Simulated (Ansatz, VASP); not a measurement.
One calculation of Al2O3, two programs

```
CELL_PARAMETERS angstrom
2.89678 0.00000 0.00000
-1.44839 2.50869 0.00000
0.00000 0.00000 8.18061
ATOMIC_POSITIONS crystal
Al 0.00000 0.00000 0.27795
Al 0.00000 0.00000 0.72205
O 0.33333 0.66667 0.19945
O 0.66667 0.33333 0.80055
O 0.00000 0.00000 0.50000
```

Change from the starting cell: strain -0.040 along x and y, +0.080 along z, atoms carried along.

Alike in both runs: task single point; functional PBEsol; k mesh 12 × 12 × 4; occupations gaussian, width 0.05 eV; no spin polarisation.

```csv
,VASP,Ansatz
version,VASP 6.6.1,Ansatz 0.2.0
potentials or method,"VASP PAW PBE potentials, release 64 (Al, O)","scalar-relativistic, plane waves, PAW"
plane-wave cutoff (eV),520,420
valence electrons in the cell,24,24
```

|  | VASP | Ansatz | Ansatz less VASP |
| --- | --- | --- | --- |
| gap on the k mesh at the Fermi level (eV) | 0.92 | 0.91 | -0.013 |
| least direct gap on the mesh (eV) | 0.92 | 0.91 | -0.013 |
| pressure (GPa) | -2.5 | -2.7 | -0.19 |
| largest component of the traceless stress (GPa) | 31.19 | 31.11 | -0.084 |
| rms of the force components (eV/Å) | 1.214 | 1.228 | +0.0145 |

Atom by atom the forces differ by 0.015 eV/Å (rms over components). The functional is the same, so the differences come from potentials, cutoffs and numerics.

Caveats: the PAW data sets were made with another functional, which shifts forces and pressure a little (VASP). A k mesh can miss the band edges.
